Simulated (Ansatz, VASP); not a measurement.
# AlN: VASP beside Ansatz

```xyz
2
Lattice="0.0000 2.0052 2.0052 2.0052 0.0000 2.0052 2.0052 2.0052 0.0000" Properties=species:S:1:pos:R:3 pbc="T T T"
Al    2.0052    2.0052    2.0052
N     0.0000    0.0000    0.0000
```

Measurements of this composition are mostly on another form, of space group No. 186.

Alike in both runs: functional LDA; k mesh 8 × 8 × 8; occupations gaussian, width 0.1 eV; no spin polarisation.

Ansatz relaxed the structure, and its values are those at the end. VASP's run is a single point on that final structure, the one shown.

```csv
,VASP,Ansatz
version,VASP 6.6.1,Ansatz 0.2.0
potentials or method,"VASP PAW LDA potentials, release 64 (Al, N)","scalar-relativistic, plane waves, PAW"
plane-wave cutoff (eV),520,420
valence electrons in the cell,8,8
```

|  | VASP | Ansatz | Ansatz less VASP |
| --- | --- | --- | --- |
| gap on the k mesh at the Fermi level (eV) | 4.70 | 4.71 | +0.013 |
| least direct gap on the mesh (eV) | 6.13 | 6.11 | -0.021 |
| pressure (GPa) | 0.8 | 0.1 | -0.67 |

A k mesh can miss the band edges. Expect the measured gap to be larger: semilocal functionals such as LDA lack the derivative discontinuity.
